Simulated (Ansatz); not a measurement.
# CdTe (F-43m), stationary points along a deformation path

All numbers below come from Ansatz 0.2.0, DFT PBEsol, scalar-relativistic, plane waves, PAW. The runs took a 420 eV cutoff, a Γ-centred 8×8×8 mesh and Gaussian smearing (0.05 eV). Spin–orbit coupling is left out, which matters for the heavy elements here. No spin polarisation. Energies are free energies at this smearing, counted from the undisturbed cell; pressure is positive in compression.

Reference structure (relaxed at this level):

```
Cd Te
1.0
     0.00000    3.24467    3.24467
     3.24467    0.00000    3.24467
     3.24467    3.24467    0.00000
Cd Te
1 1
Direct
  0.00000 0.00000 0.00000
  0.75000 0.75000 0.75000
```

At fixed volume and fractional coordinates, lengths along (0.000, 0.000, 1.000) are scaled against those across it; ρ is that ratio over its starting value. V = 34.160 Å³/atom. Δσ is the stress along the axis less the mean stress across it (compression positive).

| ρ | ΔE (meV/atom) | Δσ (GPa) | space group |
| --- | --- | --- | --- |
| 0.650 | 144.9 | 4.37 | I-4m2 |
| 0.707 | 98.3 | 3.49 | I-4m2 |
| 0.780 | 55.0 | 2.71 | I-4m2 |
| 0.850 | 26.0 | 2.02 | I-4m2 |
| 0.920 | 7.6 | 1.21 | I-4m2 |
| 0.960 | 1.9 | 0.64 | I-4m2 |
| 1.000 | 0.0 | 0.00 | F-43m |
| 1.050 | 3.1 | -0.92 | I-4m2 |
| 1.100 | 12.5 | -1.97 | I-4m2 |
| 1.200 | 51.2 | -4.39 | I-4m2 |
| 1.300 | 116.1 | -7.08 | I-4m2 |
| 1.414 | 220.2 | -10.41 | I-4m2 |
| 1.500 | 316.3 | -12.32 | I-4m2 |

Question: How does the stress give the slope of the energy, and where is the energy stationary?

Answer: Along the path d ln(length) is 2/3 d ln ρ on the axis and −1/3 d ln ρ across it, so dE/d ln ρ = −(2/3) V Δσ: the energy falls with ρ where Δσ is positive. Δσ vanishes or changes sign at ρ = 1.000 (F-43m), a minimum at 0.0 meV/atom. Pairs of stationary points between two samples would go unseen, and could change a minimum read from distant neighbours into a maximum. At ρ = 1.000 the cell is cubic, where symmetry alone makes the stress isotropic and the slope zero.

Question: Which shear constant sets the curvature at ρ = 1?

Answer: For a cubic crystal E/V = (2/3) C (ln ρ)² with C = C′ = (C11 − C12)/2, so Δσ = −2C ln ρ. The parabola of Δσ against ln ρ through ρ = 0.960, 1 and 1.050 gives C ≈ 8.6 GPa with the ions clamped, rough because the steps are large.

Question: Integrate that slope from ρ = 1 to 1.200 by the trapezoid rule.

Answer: With V/N in Å³ and 1 eV/Å³ = 160.2 GPa the slopes at ρ = 1.000, 1.050, 1.100, 1.200 are 0, 131, 279, 624 meV/atom per unit of ln ρ. The steps add 3.2 + 9.5 + 39.3 = 52.0 meV/atom, against 51.2 from the energies; the trapezoid rule misses the curvature of the slope within each step.

The gap closes along the scan, which can put kinks into the curve.

Cost: 13 runs of about 0.51 core-minutes in all, on AMD EPYC 9R45 (Zen 5) (shared hosts).